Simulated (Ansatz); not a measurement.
**Pd, one cell by several methods**

```xyz
2
Lattice="2.7741 0.0000 0.0000 -1.3871 2.4025 0.0000 0.0000 0.0000 4.6263" Properties=species:S:1:pos:R:3 pbc="T T T"
Pd    0.0000    1.6017    1.1566
Pd    1.3871    0.8008    3.4697
```

Atoms are numbered in the order listed.

The structure comes from a relaxation in the same program, started in the hcp type, and has space group P6_3/mmc. Whether it is a known phase or the ground state wasn't checked.

Spin polarisation is left out, and whether a magnetic state lies lower isn't shown here.

Methods: DFT, PBE, PAW with Ansatz's default frozen-core files, scalar-relativistic (Ansatz 0.2.0); DFT, PBE, all-electron LAPW, scalar-relativistic (Ansatz 0.2.0).

For PAW: a Γ-centred 15×15×8 k mesh, Fermi–Dirac smearing of 0.08 eV, cutoff 420 eV, no spin polarisation. LAPW targets a basis error of 0.25 meV/atom. The Ansatz runs share mesh, smearing and spin set-up. Plane-wave (PAW) pressures include the program's estimate of the Pulay term.

Stress and pressure are positive in compression.

Levels count from the Fermi level.

PAW results:

```tsv
quantity	PAW
pressure (GPa)	-0.01
highest filled level at L (eV)	-0.446
lowest empty level at L (eV)	0.116
highest filled level at A (eV)	-0.675
highest filled level at K (eV)	-0.382
lowest empty level at K (eV)	5.814
```

Task: What does all-electron LAPW give for the same quantities?

Result: 
```
                      quantity    LAPW
                pressure (GPa)   -0.11
highest filled level at L (eV)  -0.446
  lowest empty level at L (eV)   0.116
highest filled level at A (eV)  -0.675
highest filled level at K (eV)  -0.382
  lowest empty level at K (eV)   5.809
```
